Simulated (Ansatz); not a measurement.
# Li2F: from a trial structure to a relaxed crystal

These are results of DFT PBE, scalar-relativistic, plane waves, PAW (Ansatz 0.2.0), not measurements. Cutoff 420 eV, Γ-centred k mesh, Gaussian smearing, no spin polarisation in the final step.

Li2F was placed on the anti-cadmium chloride structure type (R-3m, No. 166), with F in place of Cd, Li in place of Cl, at a guessed volume.

```xyz
3
Lattice="1.5104 0.8720 4.5617 -1.5104 0.8720 4.5617 0.0000 -1.7440 4.5617" Properties=species:S:1:pos:R:3 pbc="T T T"
Li    0.0000    0.0000   10.2639
Li    0.0000    0.0000    3.4213
F     0.0000    0.0000    0.0000
```

Cell and atoms relax at zero pressure; the relaxation can't lower the symmetry of the start. After a coarse first stage the cell is made exact in the group found at 0.06 Å.

The zero of energy is the elements' standard structures at the same level (F₂ as a molecule); no fitted shifts are applied.

Q: Describe the relaxed structure.

A: It keeps R-3m (No. 166). The result has the cadmium chloride structure. Conventional cell: a = 2.893 Å, c = 15.186 Å. Li has 3 F at 2.04 Å; F is coordinated by 6 Li at 2.04 Å.

```
Li F
1.0
     1.44668    0.83524    5.06209
    -1.44668    0.83524    5.06209
     0.00000   -1.67049    5.06209
Li F
2 1
Cartesian
  0.0000 0.0000 11.2995
  0.0000 0.0000 3.8868
  0.0000 0.0000 0.0000
```

Q: What are its volume, energy, density and gap?

A: The volume per atom is 12.23 Å³, the density is 1.49 g/cm³ and the energy over the elements is -1.87 eV/atom. The gap on the 18×18×18 mesh is 0 eV (a metal).

The final run used a 18×18×18 mesh on its 3-atom cell and 0.10 eV smearing. The k mesh leaves about 4 meV/atom of noise in metals. A later test with randomly moved atoms came back to it.

Cost: 5 runs of about 5.9 core-minutes in all, on Arm Neoverse V1 (shared hosts).